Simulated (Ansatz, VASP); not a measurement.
**Si in VASP and in Ansatz**

```xyz
2
Lattice="-0.0815 2.6747 2.6747 2.6747 -0.0815 2.6747 2.6747 2.6747 -0.0815" Properties=species:S:1:pos:R:3 pbc="T T T"
Si    2.6340    2.6340    2.6340
Si    3.9510    3.9510    3.9510
```

Change from the starting cell: equal xy, yz and zx shear strains of -3 %, crystal datasets.

Alike in both runs: task electric field gradients; functional PBE; k mesh 11 × 11 × 11; occupations fermi-dirac, width 0.08 eV; no spin polarisation.

|  | VASP | Ansatz |
| --- | --- | --- |
| version | VASP 6.6.1 | Ansatz 0.2.0 |
| potentials or method | VASP PAW PBE potentials, release 64 (Si), cutoff 520 eV | all-electron PAW with datasets made for the crystal, scalar-relativistic |

Ansatz gave:

| Quantity | Value |
| --- | --- |
| pressure (GPa) | 2.3 |
| largest component of the traceless stress (GPa) | 3.36 |
| rms of the force components (eV/Å) | 0.349 |
| Vzz of the field gradient on the site that differs most (V/Å²) | -11.9 |

Which values does VASP return?

Pressure (GPa): 2.3; largest component of the traceless stress (GPa): 3.37; rms of the force components (eV/Å): 0.348; Vzz of the field gradient on the site that differs most (V/Å²): -12.5.

Atom by atom the forces differ by 0.002 eV/Å (rms over components). Ansatz ran all-electron here, so the differences hold the error of VASP's frozen core and of both bases.
